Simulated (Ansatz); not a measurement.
A 2-atom cell of AlN (F-43m) from a materials database, relaxed with r2SCAN in Ansatz. The symmetry is F-43m (No. 216, cubic); conventional cell a = 4.370 Å, 10.43 Å³ an atom. Al has 4 N at 1.89 Å; N has 4 Al at 1.89 Å.

The axes x, y and z are those of this cell:
```yaml
crystal:
  lattice:
    - [0.00000, 2.18488, 2.18488]
    - [2.18488, 0.00000, 2.18488]
    - [2.18488, 2.18488, 0.00000]
  atoms:
    - { symbol: Al, position: [0.00000, 0.00000, 0.00000] }
    - { symbol: N, position: [0.75000, 0.75000, 0.75000] }
```

Unstrained: PBE gives an indirect gap of 3.325 eV, from Γ to X; the least direct gap is 4.176 eV at Γ. r2SCAN gives an indirect gap of 3.941 eV, from Γ to X; the least direct gap is 4.842 eV at Γ. With HSE06 the valence top lies at Γ and the conduction bottom at X, 4.552 eV higher; the smallest vertical gap, at Γ, is 5.547 eV. Meshes: PBE 10×10×10, r2SCAN 10×10×10, HSE06 8×8×8. Strains are changes of length per length. After each strain the atoms were relaxed again with r2SCAN within the symmetry that the strain leaves, so tilts or polar shifts that break it weren't tested; points keep the names that they have in the unstrained zone. No spin polarisation and no zero-point or thermal motion.

Task: One strain changed the r2SCAN stress by xx -6.51, yy -6.51, zz -4.43 GPa (compression positive) and the gap by -0.096 eV (PBE), -0.107 eV (r2SCAN), -0.112 eV (HSE06). Which kind of strain was it, and roughly how large?

Result: Biaxial +1.47 % in x and y, z held. The pattern of the stress gives the kind; the size needs the stiffness, so it is an estimate.

Task: Estimate what epitaxial +3.14 % in the xy plane, free normal strain -3.57 % does to the gap.

Result: PBE: the gap goes from 3.325 to 2.988 eV (-0.337 eV); with r2SCAN the top three valence levels at Γ, degenerate before, become 1+2 from the top over 250 meV. r2SCAN: the gap goes from 3.941 to 3.588 eV (-0.353 eV). HSE06: the gap goes from 4.552 to 4.192 eV (-0.360 eV). The r2SCAN energy rises by 17.5 meV an atom.

The meshes of the hybrids are coarse, so their gaps aren't converged to the digits shown.

The splittings at Γ are without spin-orbit coupling, which regroups them where it is of like size or larger.
